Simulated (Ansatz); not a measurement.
# Every step of a relaxation of La (hcp type)

DFT, PBE, PAW with Ansatz's default frozen-core files, scalar-relativistic (Ansatz 0.2.0); a Γ-centred 13×13×7 k mesh, Fermi–Dirac smearing of 0.1 eV, no spin polarisation. The run relaxes cell and atoms at a target pressure of 15 GPa.

Command: `ansatz run input.yaml --threads 2 --pin off --max-ram 5120MiB --backend cpu --events-out ev --progress --plain --runs-dir out` It took 12 s on 2 threads of Arm Neoverse V1, with other jobs on the host, peak memory 0.37 GiB.

PAW: frozen-core files, cutoff 420 eV; forces are relaxed below 0.005 eV/Å.

Each step lists its enthalpy F + pV a cell above the last geometry, the pressure, the cell vectors (Å), and Cartesian positions (Å) with forces (eV/Å).

The first step:

```
step 1  dH = 10.71 meV  P = 13.93 GPa
  cell 3.3466 0.0000 0.0000  -1.6733 2.8982 0.0000  0.0000 0.0000 5.4214
  La 0.0000 1.9321 1.3554   0.0000 0.0000 0.0000
  La 1.6733 0.9661 4.0661   0.0000 0.0000 0.0000
```

Spin–orbit coupling is left out, which matters for the heavy atoms.

Where does the relaxation end, and by which steps?

After 4 geometries, with conventional a, b, c = 3.295, 3.295, 5.488 Å, at 25.797 Å³/atom (-1.88 % against the start) in space group P6_3/mmc, with a shortest distance of 3.295 Å. The further steps:
```
step 2  dH = 0.47 meV  P = 15.44 GPa
  cell 3.2885 0.0000 0.0000  -1.6442 2.8479 0.0000  0.0000 0.0000 5.4721
  La 0.0000 1.8986 1.3680   0.0000 0.0000 0.0000
  La 1.6442 0.9493 4.1041   0.0000 0.0000 0.0000
step 3  dH = 0.01 meV  P = 14.95 GPa
  cell 3.2954 0.0000 0.0000  -1.6477 2.8539 0.0000  0.0000 0.0000 5.4905
  La 0.0000 1.9026 1.3726   0.0000 0.0000 0.0000
  La 1.6477 0.9513 4.1179   0.0000 0.0000 0.0000
step 4  dH = 0.00 meV  P = 15.00 GPa
  cell 3.2949 0.0000 0.0000  -1.6475 2.8535 0.0000  0.0000 0.0000 5.4876
  La 0.0000 1.9023 1.3719   0.0000 0.0000 0.0000
  La 1.6475 0.9512 4.1157   0.0000 0.0000 0.0000
step 5  dH = 0.06 meV  P = 15.00 GPa  (same geometry on a basis chosen anew; earlier energies don't compare to the last digit)
  cell 3.2949 0.0000 0.0000  -1.6475 2.8535 0.0000  0.0000 0.0000 5.4876
  La 0.0000 1.9023 1.3719   0.0000 0.0000 0.0000
  La 1.6475 0.9512 4.1157   0.0000 0.0000 0.0000
```
